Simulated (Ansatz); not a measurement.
Crystal: Os.

```
Os
1.0
     2.73410    0.00000    0.00000
    -1.36705    2.36780    0.00000
     0.00000    0.00000    4.31970
Os
2
Direct
  0.66667 0.33333 0.75000
  0.33333 0.66667 0.25000
```

Base run:

```yaml
Program: Ansatz 0.2.0
Functional: r2SCAN
Potentials_or_basis: Ansatz PAW
Cutoff: 500 eV
Density_cutoff: 2000 eV
k_mesh: 8 × 8 × 5
Occupations: fermi-dirac, width 0.05 eV
Spin: spin-orbit coupling, no magnetisation
```

Its results: band gap on the k mesh none (metal or under the smearing width); pressure 0.6 GPa.

The run is repeated on the same cell with these changes: functional from r2SCAN to PBEsol; cutoff from 500 eV to 420 eV; density cutoff from 2000 eV to 1680 eV; k mesh from 8 × 8 × 5 to 11 × 11 × 6. What comes out?

Band gap on the k mesh none (metal or under the smearing width); pressure -2.4 GPa.

Several settings changed at once, so the effect can't be laid on one alone.

Caveats: the PAW data sets come from PBE, with cores solved anew for the run's functional, which leaves a small shift of forces and pressure.

Not every run made on this cell is shown here.
